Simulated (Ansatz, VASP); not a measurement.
**Al in VASP and in Ansatz**

File INCAR:

```
ALGO = Normal
EDIFF = 1E-7
ENCUT = 520
GGA = PS
ISIF = 2
ISMEAR = 0
LASPH = T
LCHARG = F
LREAL = F
LWAVE = F
NBANDS = 8
NELM = 100
PREC = Accurate
SIGMA = 0.15
```

KPOINTS

```
k-points
0
Gamma
  20 20 20
```

POSCAR

```
Al
1.0
    0.0000000000      1.9936203000      2.0543397000
    1.9936203000      0.0000000000      2.0543397000
    1.9936203000      1.9936203000      0.0000000000
Al
1
Direct
    0.0000000000      0.0000000000      0.0000000000
```

Input for Ansatz:

```yaml
crystal:
  lattice:
    - [0.0, 1.9936203, 2.0543397]
    - [1.9936203, 0.0, 2.0543397]
    - [1.9936203, 1.9936203, 0.0]
  atoms:
    - { symbol: Al, position: [0.0, 0.0, 0.0] }
basis:
  ecutwfc: 420
kpoints:
  mp_grid: { grid: [20, 20, 20] }
hamiltonian:
  xc: pbesol
scf:
  occupations: { method: gaussian, width: 0.15 }
output:
  forces: true
  stress: true
  eigenvalues: true
```

Change from the starting cell: strain -0.015 along x and y, +0.015 along z, atoms carried along.

Alike in both runs: task single point; functional PBEsol; k mesh 20 × 20 × 20; occupations gaussian, width 0.15 eV; no spin polarisation.

|  | VASP | Ansatz |
| --- | --- | --- |
| version | VASP 6.6.1 | Ansatz 0.2.0 |
| potentials or method | VASP PAW PBE potentials, release 64 (Al) | scalar-relativistic, plane waves, PAW |
| plane-wave cutoff (eV) | 520 | 420 |
| valence electrons in the cell | 3 | 3 |

```csv
,VASP,Ansatz,Ansatz less VASP
gap on the k mesh at the Fermi level (eV),none,none,-
pressure (GPa),-0.7,-0.7,-0.06
largest component of the traceless stress (GPa),1.09,1.09,-0.004
```

A gap of «none» marks a metal or a gap that the smearing closes.

Caveats: the PAW data sets were made with another functional, which shifts forces and pressure a little (VASP).
